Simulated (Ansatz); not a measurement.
# C: the cost of one run

Program: Ansatz 0.2.0. Level of theory: DFT HSE06, scalar-relativistic, plane waves, PAW. These are calculated values, not measurements.

2 further runs of the same task are left out: 2 set aside as unsound or not needed.

### 1 Starting point

The structure is cubic, space group Fd-3m (No. 227). The conventional cell has a = 3.571 Å, b = 3.571 Å, c = 3.571 Å, α = 90.00°, β = 90.00°, γ = 90.00°. Around C (site symmetry -43m) lie 4 C at 1.55 Å.

As a file:

```cif
data_structure
_symmetry_space_group_name_H-M 'P 1'
_symmetry_Int_Tables_number 1
_cell_length_a 2.5254
_cell_length_b 2.5254
_cell_length_c 2.5254
_cell_angle_alpha 60.000
_cell_angle_beta 60.000
_cell_angle_gamma 60.000
_cell_volume 11.39
loop_
_atom_site_label
_atom_site_type_symbol
_atom_site_fract_x
_atom_site_fract_y
_atom_site_fract_z
_atom_site_occupancy
C1 C 0.00000 0.00000 0.00000 1
C2 C 0.25000 0.25000 0.25000 1
```

This cell was relaxed beforehand with the same method: volume 5.69 Å³/atom, gap on the mesh 4.15 eV.

### 2 Level of theory: HSE06

File input.yaml:

```yaml
crystal:
  lattice:
    - [0.0, 1.7857368623, 1.7857368623]
    - [1.7857368623, 0.0, 1.7857368623]
    - [1.7857368623, 1.7857368623, 0.0]
  atoms:
    - { symbol: C, position: [0.0, 0.0, 0.0] }
    - { symbol: C, position: [0.25, 0.25, 0.25] }
basis:
  ecutwfc: 420
kpoints:
  mp_grid: { grid: [8, 8, 8] }
  band_path:
    path:
      - [[0.0, 0.0, 0.0], [0.5, 0.0, 0.5], [0.625, 0.25, 0.625]]
      - [[0.375, 0.375, 0.75], [0.0, 0.0, 0.0], [0.5, 0.5, 0.5], [0.5, 0.25, 0.75], [0.5, 0.0, 0.5]]
    npoints: 4
hamiltonian:
  xc: hse06
scf:
  occupations: { method: gaussian, width: 0.02 }
output:
  forces: true
  stress: true
  eigenvalues: true
  populations: true
  dos: { projected: true, de: 0.02 }
  bader: false
```

Launch:

```sh
ansatz run input.yaml --threads 2 --pin off --max-ram 5120MiB --backend cpu --events-out ev --progress --plain --runs-dir out
```

**Question.** How long does this run take on 2 threads of Arm Neoverse V2, shared host, and how much memory does it need?

About 32 s, with a peak of 0.5 GiB.
